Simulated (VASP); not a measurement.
Si, 4 atoms in the cell. It takes space group P6_3/mmc (No. 194, hexagonal). Conventional cell: a = 3.831 Å, b = 3.831 Å, c = 6.333 Å, α = 90.00°, β = 90.00°, γ = 120.00°. Si (site symmetry 3m) has 4 Si at 2.35 to 2.37 Å as nearest neighbours. This isn't the form of Si at room conditions, which is diamond.

* Program: VASP 6.6.1
* Task: relaxation of cell and atoms
* Functional: PBE
* Potentials or basis: VASP PAW PBE potentials, release 64 (Si)
* Cutoff: 600 eV
* k mesh: 12 × 12 × 6
* Occupations: gaussian, width 0.02 eV
* Spin: no spin polarisation
* Dipole correction: no
* Further INCAR settings: ALGO = Normal; EDIFF = 1e-06; IBRION = 2; EDIFFG = -0.002; NSW = 100; ISIF = 3

Potentials or basis: VASP PAW PBE potentials, release 64 (Si).

The run is started by

```sh
$ cat potpaw_PBE.64/Si/POTCAR > POTCAR
$ mpirun -np 1 vasp_std > vasp.out
```

Hardware: 1 thread of AMD EPYC 9R45 (Zen 5) (shared host).

Question: How long does it take, and how much memory?

Answer: It took 110 s on 1 thread of AMD EPYC 9R45 (Zen 5), with other jobs on the host, peak memory 0.22 GiB. Counts: scf iterations 35, k points 76, ion steps 8.
